Changing the program, the potentials or the semilocal functional moves the gap of this GaN cell by about 0.1 eV, while the gap falls short of the measured one by about 1.4 eV. Those are the sizes for the eight rows by ABINIT, SIESTA and JDFTx, whose shortfall is some fourteen times their spread. If the error were scatter between programs, some rows would land above the measured gap and an average would help. Every row lies below it, so the error must come from something the calculations share.

Band gap of wurtzite GaN (P6_3mc, 4 atoms, a = 3.18 Å, c = 5.166 Å) from Kohn-Sham DFT in several programs, all on the same unrelaxed cell with Fermi-Dirac smearing of 0.05 eV. Each gap runs from the highest filled to the lowest empty level on the k-mesh. The measured gap is 3.42 eV, from contactless electroreflectance of a film at 300 K.

```
                    program                    functional    how the value is got                     potentials or basis  wave cutoff (eV)   k-mesh  computed band gap (eV)  computed less measured (eV)
          ABINIT 10.8.3 (1)                        PBEsol  Kohn-Sham, on the mesh                        JTH PAW PBE v2.0               680    8x8x4                   1.905                        -1.51
          ABINIT 10.8.3 (2)                        PBEsol  Kohn-Sham, on the mesh  PseudoDojo NC SR PBEsol v0.4 stringent              1442    8x8x4                   1.942                        -1.48
          ABINIT 10.8.3 (3)                           PBE  Kohn-Sham, on the mesh                        JTH PAW PBE v2.0               680  13x13x6                   1.961                        -1.46
          ABINIT 10.8.3 (4)                           LDA  Kohn-Sham, on the mesh                        JTH PAW LDA v2.0               680    6x6x3                   1.967                        -1.45
          ABINIT 10.8.3 (5)                        revPBE  Kohn-Sham, on the mesh                        JTH PAW PBE v2.0               680  10x10x5                   1.985                        -1.43
               SIESTA 5.4.2  PBE with spin-orbit coupling  Kohn-Sham, on the mesh              PseudoDojo 0.4 standard NC               n/a    8x8x4                   1.986                        -1.43
JDFTx 1.7.0 (patched build)                           PBE  Kohn-Sham, on the mesh          PseudoDojo SR PBE 0.5 standard              1143  10x10x5                   2.007                        -1.41
          ABINIT 10.8.3 (6)                           PBE  Kohn-Sham, on the mesh    PseudoDojo NC SR PBE v0.4.1 standard               980    8x8x4                   2.007                        -1.41
            GPAW 26.7.0 (1)                           PBE  Kohn-Sham, on the mesh    GPAW PAW data sets (gpaw data 1.2.1)               800  10x10x5                   2.085                        -1.33
            GPAW 26.7.0 (2)                        r2SCAN  Kohn-Sham, on the mesh    GPAW PAW data sets (gpaw data 1.2.1)               650    8x8x4                   2.540                        -0.88
```

The first two rows use PBEsol, the next one PBE. With the same JTH data sets, which were made for PBE, the gap rises from PBEsol through PBE to revPBE, that is, as the functional responds more strongly to density gradients. The whole rise is only 0.08 eV. All three build one local potential from the density and its derivatives, and filled and empty states feel that same potential. Adjusting the gradient term reshapes it a little, but gives an added electron no treatment of its own.

The potentials add a shift of similar size. In the simplest model, functional and potentials each contribute a fixed amount. The step from PBEsol to PBE with JTH is $1.961-1.905=0.056$ eV; added to the PseudoDojo PBEsol gap of 1.942 eV, it predicts 1.998 eV for PBE with PseudoDojo. ABINIT (6), which was not used in the prediction, gives 2.007 eV. One such success is a modest test, since the PseudoDojo PBEsol set also treats deeper Ga electrons, but the printed analysis shows that the remaining miss is much smaller than either shift.

The LDA row interrupts the order. It has no gradient term at all, so if the order simply ran on it would lie below PBEsol, yet it sits beside PBE. It also has its own data sets, and a change of potentials alone moves the gap by about 0.04 eV in the PBE and PBEsol pairs. Its place is therefore no clean measure of the functional. The same caution holds for SIESTA, where spin-orbit coupling and a basis of atomic orbitals enter together.

JDFTx and ABINIT (6) show how little the program itself matters. With closely related potentials they agree to better than 1 meV, despite different meshes and cutoffs. That agreement needs the same cell. In JDFTx this cell is under a pressure of 7.5 GPa, so PBE would expand it; with a recalled slope of roughly 0.04 eV per GPa, the gap would then fall by $7.5\times0.04=0.3$ eV. For anyone comparing PBE gaps from different sources, the cell deserves a look before the program does.

GPAW with PBE stands 0.08 to 0.12 eV above the two ABINIT PBE rows, and here the set of treated electrons has changed. GPAW keeps the Ga 3d shell frozen in the core, whereas the rows above let it respond. A responding 3d level mixes with the N 2p states at the valence top and pushes them up by about $V^2/\Delta$, where $V$ is the coupling and $\Delta$ the energy distance between the levels. Freezing the shell removes this push, so the valence top drops and the gap widens. PBE is known to leave the 3d levels too shallow, which makes $\Delta$ too small and the push too strong in the rows that treat them. The direction fits this well-known effect, but the GPAW data sets differ in other ways too, so the whole shift need not belong to it.

The last row makes the only large step. Within GPAW, with the same frozen core, r2SCAN opens the gap by 0.455 eV and removes about a third of the PBE shortfall. Theory gives the reason. When an electron is added across a gap, the exact exchange-correlation potential jumps by a constant, and this jump is part of the true gap. The distance between the highest filled and lowest empty level of one local potential leaves this jump out, even when the potential is exact. A semilocal functional has no jump to add afterwards, so its gap comes out too small. The r2SCAN energy also depends on the kinetic-energy density, which is built from the orbitals; its potential then acts differently on different orbitals, and the level distance takes in part of the jump.

What remains is larger than the 0.88 eV between r2SCAN and the measured gap. The measurement was made at 300 K, and lattice vibrations, including zero-point motion, lower the real gap by roughly 0.2 eV, a recalled size. The computed cell is also about 1% smaller in volume than the real one, which widens the computed gap by somewhat less than 0.1 eV. Both effects make the agreement look better than it is, and the electronic error of r2SCAN is nearer 1.2 eV. The frozen 3d shell probably widens the GPAW gap as well, so even this estimate may be somewhat low. The usual way to reduce the error is a method in which the energy of an added electron depends on more than the local surroundings: a hybrid functional with a share of exact exchange, or a quasiparticle calculation such as $GW$.

Numerical output:

```
spread of the eight semilocal rows with active Ga 3d, eV: 0.102
their mean shortfall against the measured gap, eV: 1.448
mean shortfall divided by spread: 14.19
JDFTx less ABINIT (6), meV: 0.356
PBE less PBEsol with JTH data sets, eV: 0.056
PBE less PBEsol with PseudoDojo potentials, eV: 0.065
revPBE less PBE with JTH data sets, eV: 0.024
LDA less PBE, each with its own JTH data sets, eV: 0.006
PseudoDojo less JTH in PBE, eV: 0.046
PseudoDojo less JTH in PBEsol, eV: 0.037
additive prediction for PBE with PseudoDojo, eV: 1.998
additive prediction less computed value, eV: -0.009
SIESTA less ABINIT (6), eV: -0.021
GPAW PBE (3d frozen) less ABINIT PBE with JTH, eV: 0.124
GPAW PBE (3d frozen) less ABINIT PBE with PseudoDojo, eV: 0.078
r2SCAN less PBE within GPAW, eV: 0.455
share of the GPAW PBE shortfall that r2SCAN removes, percent: 34.21
mean depth of the mainly 3d levels below the valence top in ABINIT (3), eV: 13.28
order of magnitude of the gap error from too shallow 3d levels, eV: 0.01708
rough part of the error hidden by lattice motion and small cell, eV: 0.28
rough shortfall of r2SCAN with that part added, eV: 1.16
rough fall of the PBE gap if the cell were relaxed from 7.5 GPa, eV: 0.3
```
